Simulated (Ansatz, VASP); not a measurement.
This is a calculation of TaN for Ansatz 0.2.0.

The input input.yaml:

```yaml
crystal:
  lattice:
    - [2.93800111, 0.0, 0.0]
    - [-1.46900055, 2.5443836, 0.0]
    - [0.0, 0.0, 2.88300221]
  atoms:
    - { symbol: Ta, position: [0.3333333333, 0.6666666667, 0.5] }
    - { symbol: "N", position: [0.0, 0.0, 0.0] }
hamiltonian:
  xc: pbe
  pseudopotentials: { kind: paw }
kpoints:
  mp_grid: { grid: [10, 10, 9] }
scf:
  occupations: { method: fermi_dirac, width: 0.05 }
output:
  forces: true
  stress: true
  eigenvalues: true
relax:
  f_tol: 0.01
  max_steps: 40
  cell: { stress_tol: 0.05 }
```

Potentials or basis: Ansatz PAW.

Command:

```bash
$ ansatz run input.yaml --threads 2 --pin off --max-ram 5632MiB --backend cpu --events-out ev --progress --plain --runs-dir out
```

Problem. Translate it to VASP 6.6.1. Potentials there: VASP PAW PBE potentials, release 64 (Ta_sv_GW, N_GW).

Solution. As run (the cutoff follows the program's own potentials):

INCAR

```
SYSTEM = TaN
PREC = Accurate
ENCUT = 900
EDIFF = 1E-6
ISMEAR = -1
SIGMA = 0.05
LREAL = .False.
LASPH = .True.
NELM = 100
ALGO = Normal
ISIF = 3
LWAVE = .False.
LCHARG = .False.
GGA = PE
IBRION = 2
NSW = 60
EDIFFG = -0.01
```

Contents of KPOINTS:

```
regular mesh
0
Gamma
  10 10 9
  0 0 0
```

Contents of POSCAR:

```
TaN
1.0
    2.9380011100      0.0000000000      0.0000000000
   -1.4690005500      2.5443836000      0.0000000000
    0.0000000000      0.0000000000      2.8830022100
Ta N
1 1
Direct
    0.3333333333      0.6666666667      0.5000000000
    0.0000000000      0.0000000000      0.0000000000
```

Potentials or basis: VASP PAW PBE potentials, release 64 (Ta_sv_GW, N_GW).

The run is started by

```sh
$ cat potpaw_PBE.64/Ta_sv_GW/POTCAR potpaw_PBE.64/N_GW/POTCAR > POTCAR
$ mpirun -np 1 vasp_std > vasp.out
```

Both were run:

|  | VASP | Ansatz | Ansatz less VASP |
| --- | --- | --- | --- |
| gap on the k mesh at the Fermi level, each at its own relaxed structure (eV) | none | none | - |
| relaxed volume (Å³/atom) | 10.93 | 10.92 | -0.008 |
| relaxed cell length with the largest relative difference (Å) | 2.899 | 2.897 | -0.0012 |
| energy change over the relaxation (meV/atom) | -2 | -2 | +0.2 |

A gap of «none» marks a metal or a gap that the smearing closes.

Caveats: the plane-wave basis is chosen anew once the cell has moved, so the energies of steps on either side of that aren't comparable (Ansatz); the pressure holds a Pulay correction of +0.5 GPa for the finite cutoff (Ansatz). The runs have no spin-orbit coupling, so splittings on Ta are missing. Zero-point motion and thermal expansion aren't in these numbers. PBE usually gives volumes a little too large and moduli too small.
